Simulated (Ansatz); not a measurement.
## HfO2 — ¹⁷O NMR of the central transition

Cell: a structure deposited in the COD, its atoms then relaxed with PBE in this cell.

Space group P2_1/c (No. 14); a = 5.1501, b = 5.1852, c = 5.3418 Å, β = 98.95°.

| site | Wyckoff | site symmetry | x | y | z |
| --- | --- | --- | --- | --- | --- |
| Hf | 4e | 1 | 0.2756 | 0.0416 | 0.2085 |
| O5 | 4e | 1 | 0.0681 | 0.3288 | 0.3488 |
| O9 | 4e | 1 | 0.4488 | 0.7574 | 0.4767 |

One atom of each set is listed.

Level of theory: DFT, r2SCAN, plane waves and PAW (field gradients read without the response of the frozen cores, which leaves them typically 4 to 6 % off), scalar-relativistic, 500 eV cutoff, Γ-centred 5×5×5 k-points, Fermi–Dirac smearing 0.02 eV (Ansatz 0.2.0).

¹⁷O has I = 5/2 and Q = -25.58 mb (Pyykkö 2018); at 9.4 T its Larmor frequency is ν₀ = 54.3 MHz. Only the quadrupole interaction is simulated: positions count from each site's isotropic chemical shift, and J coupling is left out, as are shift anisotropy and dipolar coupling, which fast spinning averages.

Question: Give C_Q, η, the quadrupolar product P_Q = |C_Q|(1 + η²/3)^½, the second-order isotropic shift and the breadth of the pattern (fast magic-angle spinning) for each O site.

Answer: 

```csv
site,first shell,C_Q (MHz),η,P_Q (MHz),δ_QIS (ppm),breadth (kHz)
O5,3 Hf at 2.04–2.16 Å,0.800,0.93,0.908,-1.68,0.202
O9,4 Hf at 2.15–2.28 Å,-0.677,0.84,0.752,-1.15,0.141
```

δ_QIS = −(ν_Q²/30ν₀²)[I(I+1) − 3/4](1 + η²/3) × 10⁶ ppm with ν_Q = 3|C_Q|/[2I(2I−1)]; it falls as 1/B₀² in ppm, and the breadth as 1/B₀ in kHz.

At this cell the principal stresses reach 6 GPa in size with r2SCAN, which can matter for small gradients. Without spin–orbit coupling the gradients at and beside Hf can be off by some per cent, at some sites by more.

The run took 38 s of wall time (37 s of CPU time) and 0.95 GiB at its peak, on 1 thread of AMD EPYC 9R14 (Zen 4) (x86_64; 16 cores open to the job, memory cap 3.0 GiB, no GPU), a shared host with a load of 0.1 a core.
